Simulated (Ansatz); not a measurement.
# Lu: the cost of one run

Program: Ansatz 0.2.0, driven from Python. Level of theory: DFT PBE, plane waves, PAW. These are calculated values, not measurements.

This is Lu in the fcc structure; at room conditions it is hcp.

### 1 The structure

Lu Fm-3m: The structure is cubic, space group Fm-3m (No. 225). The conventional cell has a = 4.900 Å, b = 4.900 Å, c = 4.900 Å, α = 90.00°, β = 90.00°, γ = 90.00°. Lu (site symmetry m-3m) has 12 Lu at 3.46 Å as nearest neighbours.

Lu Fd-3m: Symmetry: Fd-3m, No. 227, cubic system. The conventional cell has a = 6.740 Å, b = 6.740 Å, c = 6.740 Å, α = 90.00°, β = 90.00°, γ = 90.00°. Lu (site symmetry -43m) has 4 Lu at 2.92 Å as nearest neighbours.

No structure file is read: the coordinates are typed or built in the script.

### 2 The script

Contents of lu_transition.py:

```python
"""Enthalpies of two structures of Lu under pressure."""

import warnings

import ansatz
import numpy as np
import pandas as pd


def fcc(a_site, a):
    return (
        ansatz.Lattice.fcc(a)
        .space_group(225)
        .atom(a_site, (0, 0, 0))
        .primitive()
    )


def diamond(first, a):
    return ansatz.Crystal.diamond(first, a=a)


def run_phase(name, crystal, pressure=0.0):
    calc = (
        crystal.calculation()
        .functional("pbe")
        .basis(510)
        .kpoints(spacing=0.16)
        .occupations("fermi_dirac", width=0.1)
    )
    calc = calc.relax(force_tolerance=0.01, cell=True, pressure=pressure)
    return calc.run(threads=1)


def volume_per_atom(outcome):
    return abs(np.linalg.det(outcome.lattice.cell_ang)) / len(outcome.lattice.sites)

warnings.simplefilter("ignore", ansatz.DeckWarning)

phases = {}
phases["fcc"] = fcc("Lu", 4.9)
phases["diamond"] = diamond("Lu", 6.74)

# enthalpy per atom at each pressure
pressures = [0, 20, 40, 60]
enthalpy, volume = {name: [] for name in phases}, {name: [] for name in phases}
for p in pressures:
    for name, crystal in phases.items():
        o = run_phase(name, crystal, pressure=p)
        volume[name].append(volume_per_atom(o))
        enthalpy[name].append(o.report["energy_sigma0_ev"] / len(o.lattice.sites) + p * volume[name][-1] / 160.21766)
gap = np.array(enthalpy["diamond"]) - np.array(enthalpy["fcc"])
rows = [(p, va, vb, 1000 * d) for p, va, vb, d in zip(pressures, volume["fcc"], volume["diamond"], gap)]
print(pd.DataFrame(rows, columns=["P (GPa)", "V fcc (A^3/atom)", "V diamond (A^3/atom)", "H(diamond) - H(fcc) (meV/atom)"]).round(4).to_string(index=False))
crossings = [p0 - g0 * (p1 - p0) / (g1 - g0) for p0, p1, g0, g1 in zip(pressures, pressures[1:], gap, gap[1:]) if g0 * g1 < 0]
print("crossing near", [round(float(p), 1) for p in crossings], "GPa") if crossings else print("no crossing in this range")
```

### 3 Launch

Command:

```sh
> python lu_transition.py
```

What time and memory should one allow on 1 thread of Arm Neoverse V2, shared host?

About 5.3 min, with a peak of 0.63 GiB.
